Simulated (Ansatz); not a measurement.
**C in Ansatz: the effect of strain**

The system is C.

```xyz
2
Lattice="2.0422 -1.1792 0.0000 2.0422 1.1792 0.0000 -1.3239 0.0000 3.5028" Properties=species:S:1:pos:R:3 pbc="T T T"
C    -0.6431    0.0000    3.5025
C     3.4037    0.0000    0.0003
```

The cell isn't the ideal one: strained by -4 %.

Alike in all runs:

```yaml
Program: Ansatz 0.2.0
Task: single point
Functional: PBE
Potentials_or_basis: Ansatz PAW
Cutoff: "420 eV (not typed: the program's choice for these potentials)"
k_mesh: 13 × 13 × 8
Occupations: fermi-dirac, width 0.05 eV
Spin: no spin polarisation
```

| strain | gap on the mesh (eV) | pressure (GPa) |
| --- | --- | --- |
| -0.04 | ? | ? |
| -0.02 | 1.03 | 21.8 |
| 0.02 | 0.84 | -11.0 |

Task: What does the run with strain -0.04 give?

Result: gap on the mesh 1.13 eV; pressure 43.5 GPa.

Caveats: odd divisions of the mesh miss points on the zone boundary, where band edges often lie, so the gap on the mesh can be too wide; this functional lacks dispersion, which binds the layers, so the pressure and a relaxed spacing across them are unreliable.

A k mesh can miss the band edges.
